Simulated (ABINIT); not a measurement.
# Fe (Im-3m) in ABINIT: a series of runs

One crystal, Fe, is run at these levels: PBE, PBEsol; tasks: single point.

All numbers are computed with ABINIT 10.8.3 (patched build); they aren't measurements. Logs are shortened: lines on timing, memory, paths and dates and some standing lists are left out, and cuts for length are marked. The log counts tension as positive stress, the text compression.

## 1. Starting point

Symmetry: Im-3m, No. 229, cubic system. Conventional cell: a = 2.886 Å, b = 2.886 Å, c = 2.886 Å, α = 90.00°, β = 90.00°, γ = 90.00°. Fe (site symmetry m-3m) has 8 Fe at 2.50 Å as nearest neighbours.

## 2. Single point, PBE, collinear spin, ferromagnetic start

run.abi

```
pp_dirpath "./"
pseudos "Fe.GGA_PBE-JTH.xml"

acell 3*1.0 Angstrom
rprim
    -1.4430000000     1.4430000000     1.4430000000
     1.4430000000    -1.4430000000     1.4430000000
     1.4430000000     1.4430000000    -1.4430000000
ntypat 1
znucl 26
natom 1
typat 1
xred
     0.0000000000     0.0000000000     0.0000000000

ecut 17.0
pawecutdg 34.0

kptopt 1
ngkpt 17 17 17
nshiftk 1
shiftk 0.0 0.0 0.0

ixc 11

nband 13
occopt 3
tsmear 0.00183747

nsppol 2
spinat
     0.0000000000     0.0000000000     3.0000000000

nstep 100
tolvrs 1.0e-9

iomode 3
prtwf 0
prteig 0
prtebands 0
enunit 2
prtden 1
prtvha 1
prtvclmb 1
prtpot 1
```

Potentials or basis: JTH PAW PBE v2.0.

Started as:

```bash
abinit run.abi > log 2>&1
```

run.abo:

```text
.Version 10.8.3 of ABINIT
 Symmetries : space group Im -3 m (#229); Bravais cI (body-center cubic)
================================================================================
 Values of the parameters that define the memory need of the present run
     intxc =       0    ionmov =       0      iscf =      17    lmnmax =      18
     lnmax =       6     mgfft =      18  mpssoang =       3    mqgrid =    3001
     natom =       1  nloc_mem =       2    nspden =       2   nspinor =       1
    nsppol =       2      nsym =      48    n1xccc =       1    ntypat =       1
    occopt =       3   xclevel =       2
       mpw =         279          nfft =        5832          nkpt =         165
 PAW method is used; the additional fine FFT grid is defined by:
   mgfftf=        27    nfftf =     19683
================================================================================
================================================================================

--------------------------------------------------------------------------------
------------- Echo of variables that govern the present computation ------------
--------------------------------------------------------------------------------
 -outvars: echo values of preprocessed input variables --------
            acell      1.8897261259E+00  1.8897261259E+00  1.8897261259E+00 Bohr
              amu      5.58470000E+01
             ecut      1.70000000E+01 Hartree
           enunit           2
                       outvar_i_n : Printing only first  50 k-points.
              ixc          11
                       outvar_i_n : Printing only first  50 k-points.
         kptrlatt       17    0    0      0   17    0      0    0   17
          kptrlen      8.02924569E+01
            natom           1
            nband          13
            ngfft          18      18      18
          ngfftdg          27      27      27
             nkpt         165
           nspden           2
           nsppol           2
            nstep         100
             nsym          48
           ntypat           1
                       prtocc : prtvol=0, do not print more k-points.
                       1.000000  1.000000  1.000000  1.000000  1.000000  1.000000
                       1.000000  1.000000  0.000000  0.000000  0.000000  0.000000
                       0.000000
                       1.000000  1.000000  1.000000  1.000000  1.000000  1.000000
                       1.000000  1.000000  0.000000  0.000000  0.000000  0.000000
                       0.000000
                       1.000000  1.000000  1.000000  1.000000  1.000000  1.000000
                       1.000000  1.000000  0.000000  0.000000  0.000000  0.000000
                       0.000000
                       1.000000  1.000000  1.000000  1.000000  1.000000  1.000000
                       1.000000  1.000000  0.000000  0.000000  0.000000  0.000000
                       0.000000
                       1.000000  1.000000  1.000000  1.000000  1.000000  1.000000
                       1.000000  1.000000  0.000000  0.000000  0.000000  0.000000
                       0.000000
                       1.000000  1.000000  1.000000  1.000000  1.000000  1.000000
                       1.000000  1.000000  0.000000  0.000000  0.000000  0.000000
[... 118 lines left out ...]
                       1.000000  1.000000  1.000000  1.000000  1.000000  1.000000
                       1.000000  1.000000  0.000000  0.000000  0.000000  0.000000
                       0.000000
                       1.000000  1.000000  1.000000  1.000000  1.000000  1.000000
                       1.000000  1.000000  0.000000  0.000000  0.000000  0.000000
                       0.000000
                       1.000000  1.000000  1.000000  1.000000  1.000000  1.000000
                       1.000000  1.000000  0.000000  0.000000  0.000000  0.000000
                       0.000000
                       1.000000  1.000000  1.000000  1.000000  1.000000  1.000000
                       1.000000  1.000000  0.000000  0.000000  0.000000  0.000000
                       0.000000
                       1.000000  1.000000  1.000000  1.000000  1.000000  1.000000
                       1.000000  1.000000  0.000000  0.000000  0.000000  0.000000
                       0.000000
                       prtocc : prtvol=0, do not print more k-points.
           occopt           3
        pawecutdg      3.40000000E+01 Hartree
         pawxcdev           0
        prtebands           0
           prteig           0
           prtpot           1
         prtvclmb           1
           prtvha           1
            prtwf           0
            rprim     -1.4430000000E+00  1.4430000000E+00  1.4430000000E+00
                       1.4430000000E+00 -1.4430000000E+00  1.4430000000E+00
                       1.4430000000E+00  1.4430000000E+00 -1.4430000000E+00
          spgroup         229
           spinat      0.0000000000E+00  0.0000000000E+00  3.0000000000E+00
           tolvrs      1.00000000E-09
           tsmear      1.83747000E-03 Hartree
            typat      1
           useylm           1
                       outvars : Printing only first  50 k-points.
            znucl       26.00000

================================================================================

[... 102 lines left out ...]
force_length_stats: {min:   0.00000000E+00, max:   0.00000000E+00, mean:   0.00000000E+00, }
...

 Integrated electronic and magnetization densities in atomic spheres:
 ------------------------------------------------------------------------------------------------------------
 Radius=ratsph(iatom), smearing ratsm=  0.0000. Diff(up-dn)=approximate z local magnetic moment.
    Atom    Radius    up_density   dn_density  Total(up+dn)  Diff(up-dn)
    1 Fe   2.11532     8.343459     6.011311     14.354769     2.332148
 ------------------------------------------------------------------------------------------------------------
  Sum:                 8.343459     6.011311     14.354769     2.332148
 Total magnetization (from the atomic spheres):                2.332148
 Total magnetization (exact up - dn):                          2.272619

================================================================================

 ----iterations are completed or convergence reached----

 Mean square residual over all n,k,spin=   68.812E-09; max=  23.716E-05
 reduced coordinates (array xred) for    1 atoms
       0.000000000000      0.000000000000      0.000000000000
 rms dE/dt=  0.0000E+00; max dE/dt=  0.0000E+00; dE/dt below (all hartree)
    1       0.000000000000      0.000000000000      0.000000000000

 cartesian coordinates (angstrom) at end:
    1      0.00000000000000     0.00000000000000     0.00000000000000

 cartesian forces (hartree/bohr) at end:
    1     -0.00000000000000    -0.00000000000000    -0.00000000000000
 frms,max,avg= 0.0000000E+00 0.0000000E+00   0.000E+00  0.000E+00  0.000E+00 h/b

 cartesian forces (eV/Angstrom) at end:
    1     -0.00000000000000    -0.00000000000000    -0.00000000000000
 frms,max,avg= 0.0000000E+00 0.0000000E+00   0.000E+00  0.000E+00  0.000E+00 e/A
 length scales=  1.889726125908  1.889726125908  1.889726125908 bohr
              =  1.000000000000  1.000000000000  1.000000000000 angstroms
 Fermi (or HOMO) energy (hartree) =   0.30896   Average Vxc (hartree)=  -0.45852
 Magnetization (Bohr magneton)=  2.27262390E+00
 Total spin up =  9.13631195E+00   Total spin down =  6.86368805E+00
 Eigenvalues (hartree) for nkpt= 165  k points, SPIN UP:
 kpt#   1, nband= 13, wtk=  0.00020, kpt=  0.0000  0.0000  0.0000 (reduced coord)
  -2.92654   -1.67014   -1.67014   -1.67014    0.00928    0.22884    0.22884    0.22884
   0.27002    0.27002    1.19670    1.19670    1.19670
      occupation numbers for kpt#   1
   1.00000    1.00000    1.00000    1.00000    1.00000    1.00000    1.00000    1.00000
   1.00000    1.00000    0.00000    0.00000    0.00000
 prteigrs : prtvol=0 or 1, do not print more k-points.

 Eigenvalues (hartree) for nkpt= 165  k points, SPIN DOWN:
 kpt#   1, nband= 13, wtk=  0.00020, kpt=  0.0000  0.0000  0.0000 (reduced coord)
  -2.82541   -1.57092   -1.57092   -1.57092    0.01463    0.30241    0.30241    0.30241
   0.37396    0.37396    1.18649    1.18649    1.18649
      occupation numbers for kpt#   1
   1.00000    1.00000    1.00000    1.00000    1.00000    0.97247    0.97247    0.97247
   0.00000    0.00000    0.00000    0.00000    0.00000
 prteigrs : prtvol=0 or 1, do not print more k-points.

 Fermi (or HOMO) energy (eV) =   8.40716   Average Vxc (eV)= -12.47690
 Eigenvalues (   eV  ) for nkpt= 165  k points, SPIN UP:
 kpt#   1, nband= 13, wtk=  0.00020, kpt=  0.0000  0.0000  0.0000 (reduced coord)
 -79.63510  -45.44670  -45.44670  -45.44670    0.25254    6.22701    6.22701    6.22701
   7.34771    7.34771   32.56396   32.56396   32.56396
 prteigrs : prtvol=0 or 1, do not print more k-points.

 Eigenvalues (   eV  ) for nkpt= 165  k points, SPIN DOWN:
 kpt#   1, nband= 13, wtk=  0.00020, kpt=  0.0000  0.0000  0.0000 (reduced coord)
 -76.88329  -42.74688  -42.74688  -42.74688    0.39808    8.22893    8.22893    8.22893
  10.17596   10.17596   32.28607   32.28607   32.28607
 prteigrs : prtvol=0 or 1, do not print more k-points.

--- !EnergyTerms
iteration_state     : {dtset: 1, }
comment             : Components of total free energy in Hartree
kinetic             :  1.21428619278146E+01
hartree             :  2.44101676794355E+01
xc                  : -3.40061959742801E+00
Ewald energy        : -8.54131406383100E+01
psp_core            :  6.13120123276693E+00
local_psp           : -6.70012397503500E+01
PAW spherical_terms : -1.13041749552186E+01
internal            : -1.24434944101290E+02
'-kT*entropy'       : -3.22938438944854E-04
total_energy        : -1.24435267039729E+02
total_energy_eV     : -3.38605611403984E+03
...

--- !EnergyTermsDC
iteration_state     : {dtset: 1, }
comment             : '"Double-counting" decomposition of free energy'
band_energy         : -1.36544729305011E+01
Ewald energy        : -8.54131406383100E+01
psp_core            :  6.13120123276693E+00
xc_dc               : -2.33823916822350E+01
PAW spherical_terms : -8.11613303624407E+00
internal            : -1.24434937054523E+02
'-kT*entropy'       : -3.22938438944854E-04
total_energy_dc     : -1.24435259992962E+02
total_energy_dc_eV  : -3.38605592228756E+03
...

--- !EnergyTermsWithPAWCore
iteration_state     : {dtset: 1, }
comment             : 'Components of total free energy, including PAW core contributions'
Total energy        : -1.27277832397368E+03
Total energy DC     : -1.27277831692691E+03
Total energy (eV)   : -3.46340625791601E+04
Total energy DC (eV): -3.46340623874078E+04
...

 Cartesian components of stress tensor (hartree/bohr^3)
  sigma(1 1)=  5.80851627E-04  sigma(3 2)=  0.00000000E+00
  sigma(2 2)=  5.80851627E-04  sigma(3 1)=  0.00000000E+00
  sigma(3 3)=  5.80851627E-04  sigma(2 1)=  0.00000000E+00

-Cartesian components of stress tensor (GPa)         [Pressure= -1.7089E+01 GPa]
- sigma(1 1)=  1.70892449E+01  sigma(3 2)=  0.00000000E+00
- sigma(2 2)=  1.70892449E+01  sigma(3 1)=  0.00000000E+00
- sigma(3 3)=  1.70892449E+01  sigma(2 1)=  0.00000000E+00

== END DATASET(S) ==============================================================
================================================================================

 -outvars: echo values of variables after computation  --------
            acell      1.8897261259E+00  1.8897261259E+00  1.8897261259E+00 Bohr
           etotal     -1.2443525999E+02
            fcart     -0.0000000000E+00 -0.0000000000E+00 -0.0000000000E+00
            rprim     -1.4430000000E+00  1.4430000000E+00  1.4430000000E+00
                       1.4430000000E+00 -1.4430000000E+00  1.4430000000E+00
                       1.4430000000E+00  1.4430000000E+00 -1.4430000000E+00
           strten      5.8085162692E-04  5.8085162692E-04  5.8085162692E-04
                       0.0000000000E+00  0.0000000000E+00  0.0000000000E+00
 Calculation completed.
```

It took 37 s on 1 thread of Arm Neoverse V2, shared host; peak memory 0.12 GiB.

What came out:

```
Free energy                                           : -3386.0559 eV
Band gap on the k mesh                                : none (metal or under the smearing width)
Net moment                                            : 2.27 μB per cell
Site moments                                          : Fe +2.33 μB
Valence electrons inside the program's atomic spheres : Fe 14.35 (radii [1.1194] Å)
```

Levels at points of the mesh, in eV from the Fermi level:
Spin up:
```tsv
k point	band 5	band 6	band 7	band 8	band 9	band 10	band 11	band 12	band 13
(0.00, 0.00, 0.00)	-8.15	-2.18	-2.18	-2.18	-1.06	-1.06	24.16	24.16	24.16
```
Spin down:
```
           k point  band 4  band 5  band 6  band 7  band 8  band 9  band 10  band 11
(0.00, 0.00, 0.00)  -51.15   -8.01   -0.18   -0.18   -0.18    1.77     1.77    23.88
```

Caveat: the cutoff is too short for stress, so the log's stress isn't used.

## 3. Single point, PBEsol, collinear spin, ferromagnetic start

run.abi

```
# Pseudopotentials
pp_dirpath "./"
pseudos "Fe.GGA_PBE-JTH.xml"

# Structure
acell 3*1.0 Angstrom
rprim
    -1.4430000000     1.4430000000     1.4430000000
     1.4430000000    -1.4430000000     1.4430000000
     1.4430000000     1.4430000000    -1.4430000000
ntypat 1
znucl 26
natom 1
typat 1
xred
     0.0000000000     0.0000000000     0.0000000000

# Plane-wave basis
ecut 17.0
pawecutdg 34.0

# k points
kptopt 1
ngkpt 10 10 10
nshiftk 1
shiftk 0.0 0.0 0.0

# Exchange and correlation
ixc -116133

# Bands and occupations
nband 13
occopt 3
tsmear 0.05 eV

# Spin
nsppol 2
spinat
     0.0000000000     0.0000000000     3.0000000000

# SCF cycle
nstep 100
tolvrs 1.0e-9

# Output
iomode 3
prtwf 0
prtden 0
prteig 0
prtebands 0
enunit 2
```

Potentials or basis: JTH PAW PBE v2.0.

Started as:

```bash
abinit run.abi > log 2>&1
```

run.abo:

```text
.Version 10.8.3 of ABINIT
 Symmetries : space group Im -3 m (#229); Bravais cI (body-center cubic)
================================================================================
 Values of the parameters that define the memory need of the present run
     intxc =       0    ionmov =       0      iscf =      17    lmnmax =      18
     lnmax =       6     mgfft =      18  mpssoang =       3    mqgrid =    3001
     natom =       1  nloc_mem =       2    nspden =       2   nspinor =       1
    nsppol =       2      nsym =      48    n1xccc =       1    ntypat =       1
    occopt =       3   xclevel =       2
       mpw =         279          nfft =        5832          nkpt =          47
 PAW method is used; the additional fine FFT grid is defined by:
   mgfftf=        27    nfftf =     19683
================================================================================
================================================================================

--------------------------------------------------------------------------------
------------- Echo of variables that govern the present computation ------------
--------------------------------------------------------------------------------
 -outvars: echo values of preprocessed input variables --------
            acell      1.8897261259E+00  1.8897261259E+00  1.8897261259E+00 Bohr
              amu      5.58470000E+01
             ecut      1.70000000E+01 Hartree
           enunit           2
              ixc     -116133
         kptrlatt       10    0    0      0   10    0      0    0   10
          kptrlen      4.72308570E+01
            natom           1
            nband          13
            ngfft          18      18      18
          ngfftdg          27      27      27
             nkpt          47
           nspden           2
           nsppol           2
            nstep         100
             nsym          48
           ntypat           1
           occopt           3
        pawecutdg      3.40000000E+01 Hartree
         pawxcdev           0
           prtden           0
        prtebands           0
           prteig           0
            prtwf           0
            rprim     -1.4430000000E+00  1.4430000000E+00  1.4430000000E+00
                       1.4430000000E+00 -1.4430000000E+00  1.4430000000E+00
                       1.4430000000E+00  1.4430000000E+00 -1.4430000000E+00
          spgroup         229
           spinat      0.0000000000E+00  0.0000000000E+00  3.0000000000E+00
           tolvrs      1.00000000E-09
           tsmear      1.83746611E-03 Hartree
            typat      1
           useylm           1
            znucl       26.00000
[... 156 lines left out ...]
 prteigrs : prtvol=0 or 1, do not print more k-points.

 Fermi (or HOMO) energy (eV) =   8.23805   Average Vxc (eV)= -12.61206
 Eigenvalues (   eV  ) for nkpt=  47  k points, SPIN UP:
 kpt#   1, nband= 13, wtk=  0.00100, kpt=  0.0000  0.0000  0.0000 (reduced coord)
 -79.48429  -45.42359  -45.42359  -45.42359    0.04188    6.07858    6.07858    6.07858
   7.22625    7.22625   32.35135   32.35135   32.35135
 prteigrs : prtvol=0 or 1, do not print more k-points.

 Eigenvalues (   eV  ) for nkpt=  47  k points, SPIN DOWN:
 kpt#   1, nband= 13, wtk=  0.00100, kpt=  0.0000  0.0000  0.0000 (reduced coord)
 -76.87570  -42.86268  -42.86268  -42.86268    0.23244    7.99577    7.99577    7.99577
   9.87906    9.87906   32.18441   32.18441   32.18441
 prteigrs : prtvol=0 or 1, do not print more k-points.

--- !EnergyTerms
iteration_state     : {dtset: 1, }
comment             : Components of total free energy in Hartree
kinetic             :  1.21464347276174E+01
hartree             :  2.43478886400700E+01
xc                  : -3.37883627117974E+00
Ewald energy        : -8.54131406383100E+01
psp_core            :  6.13120123276693E+00
local_psp           : -6.69149623367397E+01
PAW spherical_terms : -1.12693449365554E+01
internal            : -1.24350759582330E+02
'-kT*entropy'       : -3.13025437536260E-04
total_energy        : -1.24351072607768E+02
total_energy_eV     : -3.38376506683200E+03
...

--- !EnergyTermsDC
iteration_state     : {dtset: 1, }
comment             : '"Double-counting" decomposition of free energy'
band_energy         : -1.37100336989825E+01
Ewald energy        : -8.54131406383100E+01
psp_core            :  6.13120123276693E+00
xc_dc               : -2.33093122401208E+01
PAW spherical_terms : -8.04947769499053E+00
internal            : -1.24350763039637E+02
'-kT*entropy'       : -3.13025437536260E-04
total_energy_dc     : -1.24351076065075E+02
total_energy_dc_eV  : -3.38376516091011E+03
...

--- !EnergyTermsWithPAWCore
iteration_state     : {dtset: 1, }
comment             : 'Components of total free energy, including PAW core contributions'
Total energy        : -1.27161433201167E+03
Total energy DC     : -1.27161433546898E+03
Total energy (eV)   : -3.46023887442946E+04
Total energy DC (eV): -3.46023888383727E+04
...

 Cartesian components of stress tensor (hartree/bohr^3)
  sigma(1 1)=  9.20362548E-04  sigma(3 2)=  0.00000000E+00
  sigma(2 2)=  9.20362548E-04  sigma(3 1)=  0.00000000E+00
  sigma(3 3)=  9.20362548E-04  sigma(2 1)=  0.00000000E+00

-Cartesian components of stress tensor (GPa)         [Pressure= -2.7078E+01 GPa]
- sigma(1 1)=  2.70780010E+01  sigma(3 2)=  0.00000000E+00
- sigma(2 2)=  2.70780010E+01  sigma(3 1)=  0.00000000E+00
- sigma(3 3)=  2.70780010E+01  sigma(2 1)=  0.00000000E+00

== END DATASET(S) ==============================================================
================================================================================

 -outvars: echo values of variables after computation  --------
            acell      1.8897261259E+00  1.8897261259E+00  1.8897261259E+00 Bohr
           etotal     -1.2435107607E+02
            fcart     -0.0000000000E+00 -0.0000000000E+00 -0.0000000000E+00
            rprim     -1.4430000000E+00  1.4430000000E+00  1.4430000000E+00
                       1.4430000000E+00 -1.4430000000E+00  1.4430000000E+00
                       1.4430000000E+00  1.4430000000E+00 -1.4430000000E+00
           strten      9.2036254837E-04  9.2036254837E-04  9.2036254837E-04
                       0.0000000000E+00  0.0000000000E+00  0.0000000000E+00
 Calculation completed.
```

Wall time 17 s (1 thread of Arm Neoverse V2, shared host); peak memory 0.11 GiB.

Results:

```yaml
Free_energy: -3383.7652 eV
Band_gap_on_the_k_mesh: none (metal or under the smearing width)
Net_moment: 2.17 μB per cell
Site_moments: Fe +2.23 μB
Valence_electrons_inside_the_program's_atomic_spheres: Fe 14.35 (radii [1.1194] Å)
```

Caveat: the cutoff is too short for stress, so the log's stress isn't used; the PAW data sets were made with another functional, which shifts forces and pressure a little.
